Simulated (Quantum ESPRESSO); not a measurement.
## Si: zone-centre phonons under several settings

```
Si
1.0
     3.83700    0.00000    0.00000
    -1.91850    3.32294    0.00000
     0.00000    0.00000    6.31700
Si
4
Direct
  0.33333 0.66667 0.06280
  0.66667 0.33333 0.56280
  0.66667 0.33333 0.93720
  0.33333 0.66667 0.43720
```

This isn't the form of Si at room conditions, which is diamond.

All runs used Quantum ESPRESSO 7.5; k mesh 8 × 8 × 5; relaxed cell; no spin polarisation; cutoff 612 eV; occupations smeared at first, fixed for the response.

```csv
level,potentials,volume (Å³/atom),lowest optical mode without the field (cm⁻¹),highest optical mode without the field (cm⁻¹),sum of the Born charges (e)
LDA,GBRV 1.5 LDA,19.67,94,508,-0.24
PBE,GBRV 1.5 PBE,?,?,?,?
```

What stands in the row left open?

Volume 20.42 Å³/atom; lowest optical mode without the field 102 cm⁻¹; highest optical mode without the field 498 cm⁻¹; sum of the Born charges -0.21 e.

Caveats: on a mesh that holds Γ this program's dielectric tensor can be off by some percent beyond the error of the mesh.

For the row left open. Caveat: the mesh is thin for the dielectric tensor, Born charges and intensities, which usually come out too large; on a mesh that holds Γ this program's dielectric tensor can be off by some percent beyond the error of the mesh; the Born charges break their sum rule by 0.21 e, a sign of too thin a mesh.
